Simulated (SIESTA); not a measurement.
MoS2:

```
CELL_PARAMETERS angstrom
1.58000 0.91221 6.15000
-1.58000 0.91221 6.15000
0.00000 -1.82443 6.15000
ATOMIC_POSITIONS crystal
Mo 0.00000 0.00000 0.00000
S 0.41700 0.41700 0.41700
S 0.25000 0.25000 0.25000
```

Measurements of this composition are mostly on another form, of space group No. 194.

Base run:

```yaml
Program: SIESTA 5.4.2
Functional: AM05
Potentials_or_basis: PseudoDojo 0.4 standard (PBEsol files)
Basis: DZP (energy shift 0.003 Ry; two zetas on semicore shells)
Grid_cutoff: 800 Ry
Energy_shift: 0.003 Ry
k_mesh: 7 × 7 × 7
Occupations: fermi-dirac, width 0.05 eV
Spin: no spin polarisation
```

Its results: band gap on the k mesh 1.13 eV, indirect (least direct gap 2.19 eV); pressure 3.0 GPa; largest force 0.581 eV/Å.

The run is repeated on the same cell with these changes: functional from AM05 to WC. What comes out?

Band gap on the k mesh 1.10 eV, indirect (least direct gap 2.18 eV); pressure 4.2 GPa; largest force 0.788 eV/Å.

Caveats: the potentials were made for another functional, which shifts forces and pressure; an odd mesh through Γ misses points on the zone boundary, where band edges often lie; the basis of atomic orbitals isn't converged, which shifts pressures, moduli and gaps.
